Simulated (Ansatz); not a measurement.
Runs of Ansatz 0.2.0 on Te. The structure is trigonal, space group R-3m (No. 166). Conventional cell: a = 4.612 Å, b = 4.612 Å, c = 5.073 Å, α = 90.00°, β = 90.00°, γ = 120.00°. Te (site symmetry -3m) has 6 Te at 3.15 Å as nearest neighbours. This isn't the form of Te at room conditions, which is trigonal, of chains.

| task | level | spin | cell | points for each segment of the path | gap on the mesh (eV) | pressure (GPa) | relaxed volume (Å³/atom) |
| --- | --- | --- | --- | --- | --- | --- | --- |
| band structure | PBEsol | SOC, no magnetisation | as given | 14 | none | (b) | - |
| relaxation of cell and atoms | PBEsol+D3(BJ) | off | relaxed | - | none | 0.0 | 29.61 |
| band structure | PBEsol | off | as given | 14 | none | -0.1 | - |
| relaxation of cell and atoms | PBEsol+D4 | off | relaxed | - | none | 0.0 | 30.16 |
| relaxation of cell and atoms | PBEsol+D3(BJ)-ATM | off | relaxed | - | none | 0.0 | 29.78 |
| relaxation of cell and atoms | PBEsol | off | relaxed | - | none | 0.0 | (a) |

Alike in all rows: potentials or basis Ansatz PAW; k mesh 9 × 9 × 9; cutoff (eV) 420; smearing fermi-dirac 0.05 eV.

Q: Estimate the missing entries.

A: (a) 31.29; (b) 0.3.

Caveats: the PAW data sets come from PBE, with cores solved anew for the run's functional, which leaves a small shift of forces and pressure; the plane-wave basis is chosen anew once the cell has moved, so the energies of steps on either side of that aren't comparable (some runs); pairwise dispersion overbinds metals, which lowers pressure and volume (some runs); spin-orbit coupling is left out, which moves the levels of the heavy elements (some runs).

A k mesh can miss the band edges, and rows without SOC leave out spin-orbit coupling on Te.

A gap of «none» marks a metal or a gap under the smearing width.
